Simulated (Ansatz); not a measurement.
## Ta$_{4}$N$_{5}$: zone-centre modes

These are results of DFT PBEsol, scalar-relativistic, plane waves, PAW in Ansatz, not measurements. Cutoff 420 eV, 10×10×10 k-points (Γ-centred), Fermi-Dirac smearing of 0.15 eV. No spin polarisation. Phonons by linear response, acoustic sum rule imposed.

The cell, relaxed at this level:
```xyz
9
Lattice="-3.4126 3.4126 2.1281 3.4126 -3.4126 2.1281 3.4126 3.4126 -2.1281" Properties=species:S:1:pos:R:3 pbc="T T T"
Ta    0.7155    1.9424    2.1281
Ta    1.9424   -0.7155    2.1281
Ta    1.4702    4.1281    0.0000
Ta    2.6971    1.4702    0.0000
N     0.0000    0.0000    2.1281
N    -1.3233    2.7852    2.1281
N     2.7852    1.3233    2.1281
N     0.6274    2.0893    0.0000
N     4.7359    0.6274    0.0000
```

In a metal, frequencies and elastic constants depend on the k mesh and the smearing, soft modes and shear constants most. Spin–orbit coupling is left out, which can shift energies with elements as heavy as these.

Optical modes at Γ; i marks an imaginary frequency:
```tsv
frequency (THz)	degeneracy
3.32	1
3.80	2
4.32	2
4.38	1
4.99	1
5.23	1
6.26	1
11.54	1
12.91	1
13.29	2
14.56	1
16.98	2
17.26	1
17.29	1
17.36	2
17.80	1
19.18	1
21.01	2
```

All 24 optical modes at Γ are real: no displacement of atoms at fixed cell lowers the energy to second order. Strains and modes at other wave vectors aren't tested by this run.

Whether Ta4N5 exists in this form wasn't checked.

Cost: 1 run of about 8.4 core-minutes, on AMD EPYC 9R45 (Zen 5) (shared hosts).